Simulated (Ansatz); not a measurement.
A run of Ansatz 0.2.0 is set up as follows.

input.yaml

```yaml
crystal:
  lattice:
    - [3.542, 0.0, 0.0]
    - [0.0, 3.542, 0.0]
    - [0.0, 0.0, 3.542]
  atoms:
    - { symbol: Ni, position: [0.5, 0.5, 0.0], spin: 1.5 }
    - { symbol: Ni, position: [0.5, 0.0, 0.5], spin: 1.5 }
    - { symbol: Ni, position: [0.0, 0.5, 0.5], spin: 1.5 }
    - { symbol: Si, position: [0.0, 0.0, 0.0] }
hamiltonian:
  xc: pbesol
  pseudopotentials: { kind: paw }
magnetization:
  spin_polarized: true
  initial_magnetization: 4.5
  spin_locking: { lock_magnetization: hard }
kpoints:
  mp_grid: { grid: [6, 6, 6] }
scf:
  occupations: { method: fermi_dirac, width: 0.05 }
  lower_state_search: "off"
output:
  forces: true
  stress: true
  eigenvalues: true
```

Potentials or basis: Ansatz PAW.

Launch:

```sh
$ ansatz run input.yaml --threads 2 --pin off --max-ram 5632MiB --backend cpu --events-out ev --progress --plain --runs-dir out
```

Estimate the pressure.

4.1 GPa.

Caveat: the total moment is fixed, so each spin has its own Fermi level; the PAW data sets come from PBE, with cores solved anew for the run's functional, which leaves a small shift of forces and pressure; the thresholds are loose for stress.
